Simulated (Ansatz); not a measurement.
## A vibration from a frozen displacement in SiC

The calculation used DFT PBE, scalar-relativistic, plane waves, PAW (Ansatz). Settings: plane waves to 420 eV, k-mesh 12×12×4 (Γ-centred), Gaussian smearing 0.05 eV. No spin polarisation. Energies are free energies at this smearing, counted from the undisturbed cell; pressure is positive in compression.

Zero of the scan (relaxed at this level):

```yaml
crystal:
  lattice:
    - [3.09412, 0.00000, 0.00000]
    - [-1.54706, 2.67959, 0.00000]
    - [0.00000, 0.00000, 10.12934]
  atoms:
    - { symbol: Si, position: [0.66667, 0.33333, 0.93784] }
    - { symbol: Si, position: [0.33333, 0.66667, 0.43784] }
    - { symbol: Si, position: [0.00000, 0.00000, 0.68790] }
    - { symbol: Si, position: [0.00000, 0.00000, 0.18790] }
    - { symbol: C, position: [0.66667, 0.33333, 0.74981] }
    - { symbol: C, position: [0.33333, 0.66667, 0.24981] }
    - { symbol: C, position: [0.00000, 0.00000, 0.50045] }
    - { symbol: C, position: [0.00000, 0.00000, 0.00045] }
```

Atom 3 (Si) is moved by x along the Cartesian unit vector (-0.500, -0.866, 0.000); the cell and all other atoms stay fixed. The cell's volume is 83.98 Å³; the moved atoms weigh 28.085 u together and the others 132.299 u. Some rows repeat others by symmetry and weren't run.

| x (Å) | ΔE (meV/cell) | total force on the moved atoms along the move (eV/Å) | pressure (GPa) |
| --- | --- | --- | --- |
| -0.4500 | 2102.61 | 9.9487 | 6.7476 |
| -0.4050 | 1682.08 | 8.7523 | 5.3656 |
| -0.3600 | 1314.01 | 7.6163 | 4.1649 |
| -0.3150 | 995.78 | 6.5362 | 3.1363 |
| -0.2700 | 725.01 | 5.5060 | 2.2698 |
| -0.2250 | 499.58 | 4.5197 | 1.5556 |
| -0.1800 | 317.68 | 3.5704 | 0.9848 |
| -0.1350 | 177.79 | 2.6512 | 0.5495 |
| -0.0900 | 78.73 | 1.7547 | 0.2432 |
| 0.0000 | 0.00 | 0.0000 | 0.0010 |
| 0.0900 | 78.73 | -1.7547 | 0.2432 |
| 0.1350 | 177.79 | -2.6512 | 0.5495 |
| 0.1800 | 317.68 | -3.5704 | 0.9848 |
| 0.2250 | 499.58 | -4.5197 | 1.5556 |
| 0.2700 | 725.01 | -5.5060 | 2.2698 |
| 0.3150 | 995.78 | -6.5362 | 3.1363 |
| 0.3600 | 1314.01 | -7.6163 | 4.1649 |
| 0.4050 | 1682.08 | -8.7523 | 5.3656 |
| 0.4500 | 2102.61 | -9.9487 | 6.7476 |

Question: What frequency belongs to this motion?

Answer: The force constant is k = −dF/dx = 19.497 eV/Å², from the parabola through x = -0.0900, 0 and 0.0900. In every cell the moved atoms swing against the rest, so the mass is μ = m₁m₂/(m₁ + m₂) = 23.167 u, and ν̃ = 521.5 cm⁻¹ × √(|k|/μ) = 478 cm⁻¹. The pattern needn't be a normal mode: ν̃² is then a weighted mean of the squared nonzero frequencies at the zone centre of this cell, taken without macroscopic field, so it lies between the lowest and the highest of them.

Question: How far does the harmonic law reach?

Answer: At x = -0.450 Å, kx²/2 = 1974.04 meV against the computed 2102.61 meV (+6.5 %): the well is still close to harmonic there.

Question: The pressure changes with x². What does that say about the frequency under compression?

Answer: With E = k(V)x²/2, k ∝ V^(−2γ) and x scaling with the cell as V^(1/3), P − P0 = −∂E/∂V = (2γ − 2/3) ΔE/V. At x = 0.1350 Å, V(P − P0) = 83.98 × 0.54846 / 160.2 eV = 287.49 meV and ΔE = 177.79 meV, so γ = 1/3 + V(P − P0)/(2ΔE) = 1.14. This is the Grüneisen parameter of the motion under uniform scaling of the cell: shrinking the cell evenly by 1 % in volume raises the frequency by about 1.14 %.

Cost: 10 runs of about 3.4 core-minutes in all, on Intel Xeon 6975P-C (Granite Rapids) (shared hosts).